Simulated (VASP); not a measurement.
# BN (F-43m) in VASP: further runs

Runs on BN. Level: PBE. Tasks: G0W0 quasiparticle levels.

Program: VASP 6.6.1. These are calculated values, not measurements. Logs are shortened: lines on timing, memory, paths and dates and some standing lists are left out, and cuts for length are marked.

## (1) The structure

Symmetry: F-43m, No. 216, cubic system. The conventional cell has a = 3.626 Å, b = 3.626 Å, c = 3.626 Å, α = 90.00°, β = 90.00°, γ = 90.00°. N (site symmetry -43m) has 4 B at 1.57 Å as nearest neighbours. Around B (site symmetry -43m) lie 4 N at 1.57 Å.

The cell is a database's computed one.

## (2) G0W0 quasiparticle levels, PBE

Contents of POSCAR:

```
BN
1.0
    0.0000000000      1.8130010000      1.8130010000
    1.8130010000      0.0000000000      1.8130010000
    1.8130010000      1.8130010000      0.0000000000
N B
1 1
Direct
    0.2500000000      0.2500000000      0.2500000000
    0.0000000000      0.0000000000      0.0000000000
```

Contents of INCAR.step1:

```
SYSTEM = BN
ALGO = Normal ; EDIFF = 1E-8
ENCUT = 450 ; GGA = PE
ISMEAR = 0 ; LASPH = .TRUE.
LCHARG = .FALSE. ; LREAL = .FALSE.
LWAVE = .TRUE. ; NELM = 100
PREC = Accurate ; SIGMA = 0.01
```

Contents of INCAR.step2:

```
SYSTEM = BN
ALGO = Exact ; EDIFF = 1E-8
ENCUT = 450 ; GGA = PE
ISMEAR = 0 ; ISTART = 1
LASPH = .TRUE. ; LCHARG = .FALSE.
LOPTICS = .TRUE. ; LREAL = .FALSE.
LWAVE = .TRUE. ; NBANDS = 16
NELM = 1 ; PREC = Accurate
SIGMA = 0.01
```

Contents of INCAR.step3:

```
SYSTEM = BN
ALGO = EVGW0 ; EDIFF = 1E-8
ENCUT = 450 ; ENCUTGW = 100
GGA = PE ; ISMEAR = 0
ISTART = 1 ; LASPH = .TRUE.
LCHARG = .FALSE. ; LREAL = .FALSE.
LWAVE = .FALSE. ; NBANDS = 16
NBANDSGW = 12 ; NELMGW = 1
NOMEGA = 48 ; PREC = Accurate
PRECFOCK = Fast ; SIGMA = 0.01
```

Contents of KPOINTS:

```
k-points
0
G
  3 3 3
  0 0 0
```

Potentials or basis: VASP PAW PBE potentials, release 64 (N_GW, B_GW).

The run is started by

```console
> cat potpaw_PBE.64/N_GW/POTCAR potpaw_PBE.64/B_GW/POTCAR > POTCAR
> cp INCAR.step1 INCAR
> mpirun -np 1 vasp_std > vasp.out
> cp INCAR.step2 INCAR
> mpirun -np 1 vasp_std > vasp.out
> cp INCAR.step3 INCAR
> mpirun -np 1 vasp_std > vasp.out
```

OUTCAR:

```text
SYSTEM = BN
   EDIFF = 1E-8
   ENCUT = 450
   ENCUTGW = 100
   GGA = PE
   ISMEAR = 0
   ISTART = 1
   LASPH = .TRUE.
   LREAL = .FALSE.
   NELMGW = 1
   PREC = Accurate
   PRECFOCK = Fast

 Found      4 irreducible k-points:

 Following reciprocal coordinates:
            Coordinates               Weight
  0.000000  0.000000  0.000000      1.000000
  0.333333  0.000000  0.000000      8.000000
  0.333333  0.333333  0.000000      6.000000
 -0.333333  0.333333  0.000000     12.000000
   k-points           NKPTS =      4   k-points in BZ     NKDIM =     27   number of bands    NBANDS=     16
   number of dos      NEDOS =    301   number of ions     NIONS =      2
   total plane-waves  NPLWV =   5832
   dimension x,y,z NGX =    18 NGY =   18 NGZ =   18
   dimension x,y,z NGXF=    36 NGYF=   36 NGZF=   36
   ions per type =               1   1
   NGX,Y,Z   is equivalent  to a cutoff of  11.67, 11.67, 11.67 a.u.
   NGXF,Y,Z  is equivalent  to a cutoff of  23.34, 23.34, 23.34 a.u.
 SYSTEM =  BN
   PREC   = accura    normal or accurate (medium, high low for compatibility)
   ISTART =      1    job   : 0-new  1-cont  2-samecut
   ICHARG =      0    charge: 1-file 2-atom 10-const
   ISPIN  =      1    spin polarized calculation?
   LNONCOLLINEAR =      F non collinear calculations
   LSORBIT =      F    spin-orbit coupling
   LASPH  =      T    aspherical Exc in radial PAW
   ENCUT  =  450.0 eV  33.07 Ry    5.75 a.u.   4.43  4.43  4.43*2*pi/ulx,y,z
   NELM   =     60;   NELMIN=  2; NELMDL=  0     # of ELM steps
   EDIFF  = 0.1E-07   stopping-criterion for ELM
   LREAL  =      F    real-space projection
   EDIFFG = 0.1E-06   stopping-criterion for IOM
   NSW    =      0    number of steps for IOM
   IBRION =     -1    ionic relax: 0-MD 1-quasi-New 2-CG
   NFREE  =      0    steps in history (QN), initial steepest desc. (CG)
   ISIF   =      0    stress and relaxation
   ISYM   =      3    0-nonsym 1-usesym 2-fastsym
   POTIM  = 0.5000    time-step for ionic-motion
   TEBEG  =    0.0;   TEEND  =   0.0 temperature during run
   PSTRESS=    0.0 pullay stress
   NELECT =       8.0000    total number of electrons
   NUPDOWN=      -1.0000    fix difference up-down
   EMIN   =  10.00;   EMAX   =-10.00  energy-range for DOS
   EFERMI =   0.00;   METHOD = LEGACY
   ISMEAR =     0;   SIGMA  =   0.01  broadening in eV -4-tet -1-fermi 0-gaus
   EFERMI_NEDOS =   21; number of points for ismear=-14 and -15
   IALGO  =     38    algorithm
   IMIX   =      4    mixing-type and parameters
     AMIX     =   0.40;   BMIX     =  1.00
     AMIX_MAG =   1.60;   BMIX_MAG =  1.00
  volume/ion in A,a.u.               =       5.96        40.22
  Fermi-wavevector in a.u.,A,eV,Ry     =   1.433387  2.708709 27.954506  2.054598
  Thomas-Fermi vector in A             =   2.552911
   LORBIT       =      0    0 simple, 1 ext, 2 COOP (PROOUT), +10 PAW based schemes
   GGA     = PE    functional components
   LHFCALC =     T    Hartree Fock is set to
   PRECFOCK=fast      Normal, Fast or Accurate (Low or Medium for compatibility)
   ENCUT4O =  -1.0   cutoff for four orbital integrals eV
   NKREDX  =     1    reduce k-point grid by
   NKREDY  =     1    reduce k-point grid by
   NKREDZ  =     1    reduce k-point grid by
   AEXX    =    1.0000 exact exchange contribution
   HFSCREEN=    0.0000 screening length (either q_TF or 0.3 A-1)
   HFSCREENC=   0.0000 screening length for correlation (either q_TF or 0.3 A-1)
   ENCUTFOCK=  -1.0 apply spherical cutoff to Coloumb kernel
   IVDW    =     0    specifies the selected vdW correction
   LEPSILON=     F    determine dielectric tensor
   LRPA    =     F    only Hartree local field effects (RPA)
   LRPAFORCE           =     F    calculate RPA forces
   ENCUTGW             = 100.0    cutoff for response function in eV
   ENCUTGWSOFT         =  80.0    soft cutoff for Coulomb kernel in GW response function in eV
   ENCUTLF             =  -1.0    cutoff for local field effects
   NELMGW              =     1    number of iterations in solving QP/BSE equation
   NELMHF              =     1    number of iterations in the inner HF iteration
   NKREDLFX            =     1    NKREDLFY  =   1   NKREDLFZ  =   1
 non-spin polarized calculation
 Gauss-broadening in eV      SIGMA  =   0.01
  energy-cutoff  :      450.00
  volume of cell :       11.92
 maximum number of plane-waves:       259
 NGX is ok and might be reduce to    18
  NGX = 12; NGY = 12; NGZ = 12
   NGX =  9   NGY =  9   NGZ =  9
 maximum number of plane-waves:        28
 NGX is ok and might be reduce to    10

 QP shifts <psi_nk| G(iteration)W_0 |psi_nk>: iteration 1
 for sc-GW calculations column KS-energies equals QP-energies in previous step
 and V_xc(KS)=  KS-energies - (<T + V_ion + V_H > + <T+V_H+V_ion>^1  + <V_x>^1)

 k-point   1 :       0.0000    0.0000    0.0000
  band No.  KS-energies  QP-energies   sigma(KS)   V_xc(KS)     V^pw_x(r,r')   Z            occupation Imag(sigma)

      1     -12.7045     -14.3836     -17.5852     -15.4437     -26.3915       0.7841       2.0000       1.6097
      2       7.4800       7.4199     -18.3319     -18.2590     -22.3910       0.8240       2.0000       0.1258
      3       7.4800       7.4199     -18.3319     -18.2590     -22.3910       0.8240       2.0000       0.1258
      4       7.4800       7.4199     -18.3319     -18.2590     -22.3910       0.8240       2.0000       0.1258
      5      16.1541      18.0988     -11.3980     -13.7408      -6.6858       0.8300       0.0000      -0.1289
      6      16.1541      18.0988     -11.3980     -13.7408      -6.6858       0.8300       0.0000      -0.1289
      7      16.1541      18.0988     -11.3980     -13.7408      -6.6858       0.8300       0.0000      -0.1289
      8      17.6446      19.3658     -13.2797     -15.3925      -8.0853       0.8146       0.0000      -0.1633
      9      31.9542      33.2098      -9.7975     -11.3463      -3.2201       0.8108       0.0000      -0.6972
     10      35.0433      37.4567     -10.3957     -13.2558      -5.3479       0.8438       0.0000      -0.5378
     11      35.0433      37.4567     -10.3957     -13.2558      -5.3479       0.8438       0.0000      -0.5378
     12      35.6373      37.1636      -9.1541     -10.9827      -2.9663       0.8347       0.0000      -0.8918

 k-point   2 :       0.3333    0.0000    0.0000
  band No.  KS-energies  QP-energies   sigma(KS)   V_xc(KS)     V^pw_x(r,r')   Z            occupation Imag(sigma)

      1     -10.1846     -11.6365     -17.8972     -16.0149     -26.2370       0.7713       2.0000       1.2373
      2      -0.3875      -1.3260     -16.7096     -15.5250     -21.8274       0.7923       2.0000       0.2349
      3       5.9144       5.6594     -17.8128     -17.5013     -21.9873       0.8185       2.0000       0.1358
      4       5.9144       5.6594     -17.8128     -17.5013     -21.9873       0.8185       2.0000       0.1358
      5      17.2083      18.9223     -12.4281     -14.5090      -7.5426       0.8237       0.0000      -0.1440
      6      17.9907      20.0371     -11.6159     -14.0980      -6.7171       0.8245       0.0000      -0.1465
      7      17.9907      20.0371     -11.6159     -14.0980      -6.7171       0.8245       0.0000      -0.1465
      8      21.8856      24.0935     -12.9465     -15.7170      -7.3366       0.7969       0.0000      -0.2306
      9      30.4998      31.9085      -9.7303     -11.4642      -3.4614       0.8124       0.0000      -0.5553
     10      31.6850      33.6206     -10.2085     -12.5356      -4.6660       0.8318       0.0000      -0.5231
     11      31.6850      33.6206     -10.2085     -12.5356      -4.6660       0.8318       0.0000      -0.5231
     12      34.8352      36.8156     -10.4851     -12.9790      -3.5467       0.7941       0.0000      -0.9181

 k-point   3 :       0.3333    0.3333    0.0000
  band No.  KS-energies  QP-energies   sigma(KS)   V_xc(KS)     V^pw_x(r,r')   Z            occupation Imag(sigma)

      1      -9.3669     -10.7597     -17.9935     -16.1938     -26.1623       0.7739       2.0000       1.1363
      2       1.4101       0.5890     -17.5640     -16.5363     -22.5282       0.7989       2.0000       0.1979
      3       3.4490       2.9014     -17.1583     -16.4851     -21.6274       0.8134       2.0000       0.1583
      4       3.4490       2.9014     -17.1583     -16.4851     -21.6274       0.8134       2.0000       0.1583
      5      13.0634      14.3819     -11.1746     -12.7460      -6.7471       0.8391       0.0000      -0.1143
      6      17.6331      19.1676     -11.0844     -12.9241      -6.3551       0.8341       0.0000      -0.1363
      7      22.8744      25.3866     -12.6665     -15.8195      -6.8812       0.7968       0.0000      -0.2537
      8      22.8744      25.3866     -12.6665     -15.8195      -6.8812       0.7968       0.0000      -0.2537
      9      26.5646      28.7434     -12.7300     -15.4596      -6.7446       0.7982       0.0000      -0.3550
     10      34.6302      36.6867     -10.5544     -13.1424      -3.4910       0.7946       0.0000      -0.9141
     11      40.0725      42.7960     -10.1087     -13.3029      -4.8202       0.8526       0.0000      -1.0070
     12      42.6797      44.7735      -9.5699     -12.1199      -3.0257       0.8211       0.0000      -1.2538

 k-point   4 :      -0.3333    0.3333    0.0000
  band No.  KS-energies  QP-energies   sigma(KS)   V_xc(KS)     V^pw_x(r,r')   Z            occupation Imag(sigma)

      1      -7.3843      -8.6058     -18.8103     -17.2314     -26.7577       0.7736       2.0000       0.9339
      2      -0.9236      -1.9109     -16.2408     -14.9926     -21.3312       0.7909       2.0000       0.2457
      3       0.1065      -0.8355     -16.5774     -15.3973     -21.5376       0.7982       2.0000       0.2177
      4       3.9902       3.5101     -17.3053     -16.7145     -21.7092       0.8126       2.0000       0.1516
      5      15.2084      16.6599     -11.3463     -13.0861      -6.8133       0.8343       0.0000      -0.1241
      6      21.7399      23.9812     -13.1939     -15.9843      -7.8310       0.8032       0.0000      -0.2119
      7      21.9107      24.3185     -12.3339     -15.3419      -6.6763       0.8004       0.0000      -0.2315
      8      23.3440      25.6765     -12.5664     -15.5300      -6.4707       0.7871       0.0000      -0.2893
      9      25.4984      27.3486     -11.0905     -13.3611      -5.6086       0.8149       0.0000      -0.2633
     10      32.3255      34.2661     -10.0417     -12.3564      -4.7162       0.8384       0.0000      -0.5071
     11      34.0402      36.4120     -11.2093     -14.2195      -4.1780       0.7879       0.0000      -0.8258
     12      42.0541      44.0658      -9.1682     -11.5505      -2.9540       0.8444       0.0000      -1.2749
```

Wall time 5.1 s (1 thread of Intel Xeon Platinum 8488C (Sapphire Rapids), shared host); peak memory 0.11 GiB.

The run converged, but some of its settings lie outside the range that counts as converged, so its numbers aren't taken as properties of the crystal.

Results:

```yaml
Band_gap_on_the_k_mesh_mean-field_level: 5.58 eV, indirect (least direct gap 8.67 eV)
Quasiparticle_gap: 6.96 eV
Least_direct_quasiparticle_gap: 10.68 eV
```

Caveat: the k mesh is coarse (spacing up to 1.00 Å⁻¹), so the values aren't converged; bands, screening cutoff and mesh are small and nothing is extrapolated, so the quasiparticle values aren't converged; an odd mesh through Γ misses points on the zone boundary, where band edges often lie.

(Part 1 of 3 ends here.)
